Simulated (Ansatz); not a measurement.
**Ge (lonsdaleite (2H) type): from bands to localised orbitals**

Aim: build maximally localised Wannier functions for Ge (lonsdaleite (2H) type) from several sets of trial orbitals, and check spreads and centres, and how well the models interpolate the bands. Plan: PBE, valence s p on half of the atoms, 6×6×4; PBE, valence s p on half of the atoms, 6×6×2; PBE, all s p, disentangled, 6×6×4; r2SCAN, valence s p on half of the atoms, 6×6×4; r2SCAN, all s p, disentangled, 6×6×4 (level, trial orbitals, Wannier mesh).

Computed with Ansatz 0.2.0 (plane waves, PAW, unless a step's input says otherwise).

2 further runs of the same task are left out: 2 that didn't finish.

**1. The system as given**

Symmetry: P6_3/mmc, No. 194, hexagonal system. The conventional cell has a = 3.998 Å, b = 3.998 Å, c = 6.593 Å, α = 90.00°, β = 90.00°, γ = 120.00°. Ge (site symmetry 3m) has 4 Ge at 2.45 to 2.47 Å as nearest neighbours.

As a file:

```cif
data_structure
_symmetry_space_group_name_H-M 'P6_3/mmc'
_symmetry_Int_Tables_number 194
_cell_length_a 3.9976
_cell_length_b 3.9976
_cell_length_c 6.5928
_cell_angle_alpha 90.000
_cell_angle_beta 90.000
_cell_angle_gamma 120.000
_cell_volume 91.24
loop_
_atom_site_label
_atom_site_type_symbol
_atom_site_symmetry_multiplicity
_atom_site_Wyckoff_symbol
_atom_site_fract_x
_atom_site_fract_y
_atom_site_fract_z
_atom_site_occupancy
Ge1 Ge 4 f 0.33333 0.66667 0.56287 1
```

Cell and atoms come from an earlier r2SCAN relaxation.

**2. PBE, valence s p on half of the atoms, 6×6×4**

Input file input.yaml:

```yaml
crystal:
  lattice:
    - [3.9976152109, 0.0, 0.0]
    - [-1.9988076054, 3.4620363272, 0.0]
    - [0.0, 0.0, 6.5928195187]
  atoms:
    - { symbol: Ge, position: [0.3333333333, 0.6666666667, 0.000369599] }
    - { symbol: Ge, position: [0.6666666667, 0.3333333333, 0.500369599] }
    - { symbol: Ge, position: [0.3333333333, 0.6666666667, 0.374630401] }
    - { symbol: Ge, position: [0.6666666667, 0.3333333333, 0.874630401] }
kpoints:
  mp_grid: { grid: [6, 6, 4] }
  band_path:
    path:
      - [[0.0, 0.0, 0.0], [0.5, 5.102316499361e-17, 0.0], [0.3333333333333, 0.3333333333333, 0.0], [0.0, 0.0, 0.0], [0.0, 0.0, 0.5], [0.5, 5.102316499361e-17, 0.5], [0.3333333333333, 0.3333333333333, 0.5], [0.0, 0.0, 0.5]]
      - [[0.5, 5.102316499361e-17, 0.5], [0.5, 5.102316499361e-17, 0.0]]
      - [[0.3333333333333, 0.3333333333333, 0.5], [0.3333333333333, 0.3333333333333, 0.0]]
    npoints: 10
hamiltonian:
  xc: pbe
scf:
  occupations: { method: fermi_dirac, width: 0.02 }
  n_extra_bands: 6
output:
  forces: false
  stress: false
  eigenvalues: true
  wannier:
    kmesh: [6, 6, 4]
    projections:
      - { site: 0, l: s, shell: 4 }
      - { site: 0, l: p, shell: 4 }
      - { site: 2, l: s, shell: 4 }
      - { site: 2, l: p, shell: 4 }
    minimise: true
    write_hr: true
    conv_tol: 1.0e-08
    max_iter: 3000
```

Run with:

```
> ansatz run input.yaml --threads 4 --pin off --max-ram 3686MiB --backend cpu --events-out ev --progress --plain --runs-dir out
```

The runs that follow: PBE, valence s p on half of the atoms, 6×6×2; PBE, all s p, disentangled, 6×6×4; r2SCAN, valence s p on half of the atoms, 6×6×4; r2SCAN, all s p, disentangled, 6×6×4.

**Question.** What will the summary of the whole plan be? Wanted: total spread, PBE, valence s p on half of the atoms, 6×6×4; total spread, PBE, valence s p on half of the atoms, 6×6×2; total spread, PBE, all s p, disentangled, 6×6×4; total spread, r2SCAN, valence s p on half of the atoms, 6×6×4; total spread, r2SCAN, all s p, disentangled, 6×6×4; centres of the first set.

As calculated:

| quantity | value |
| --- | --- |
| total spread, PBE, valence s p on half of the atoms, 6×6×4 | 24.82 Å² over 8 functions |
| total spread, PBE, valence s p on half of the atoms, 6×6×2 | 22.30 Å² over 8 functions |
| total spread, PBE, all s p, disentangled, 6×6×4 | 27.01 Å² over 16 functions |
| total spread, r2SCAN, valence s p on half of the atoms, 6×6×4 | 24.66 Å² over 8 functions |
| total spread, r2SCAN, all s p, disentangled, 6×6×4 | 27.61 Å² over 16 functions |
| centres of the first set | 0.27 to 1.05 Å from the nearest atom |

What this shows: With PBE, valence s p on half of the atoms, 6×6×4 the 8 functions move off the atoms, with a mean spread of 3.10 Å²; 88 % of the total is gauge invariant. On one set and mesh the functional gives 24.82 (PBE), 24.66 (r2SCAN) Å². The disentangled models miss some band by up to 1.3 eV, which may lie outside their frozen windows.
